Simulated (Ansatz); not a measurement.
NaI:

```
I Na
1.0
     0.00000    3.23640    3.23640
     3.23640    0.00000    3.23640
     3.23640    3.23640    0.00000
I Na
1 1
Direct
  0.50000 0.50000 0.50000
  0.00000 0.00000 0.00000
```

Base run:

```yaml
Program: Ansatz 0.2.0
Functional: PBE
Potentials_or_basis: all-electron LAPW, scalar-relativistic
Cutoff: 133 eV
Density_cutoff: 532 eV
Basis_error_allowed: 0.001 eV/atom
k_mesh: 7 × 7 × 7
Occupations: fermi-dirac, width 0.05 eV
Spin: no spin polarisation
```

Its results: band gap on the k mesh 3.64 eV, direct; pressure 0.4 GPa.

**Question.** The run is repeated on the same cell with these changes: functional from PBE to LDA. What comes out?

**Answer.** Band gap on the k mesh 3.33 eV, direct; pressure -1.6 GPa.

LDA binds more tightly than PBE, so the same cell stands under less pressure.

Caveats: spin-orbit coupling is left out, which moves the levels of the heavy elements; an odd mesh through Γ misses points on the zone boundary, where band edges often lie (some runs).

Not every run made on this cell is shown here.
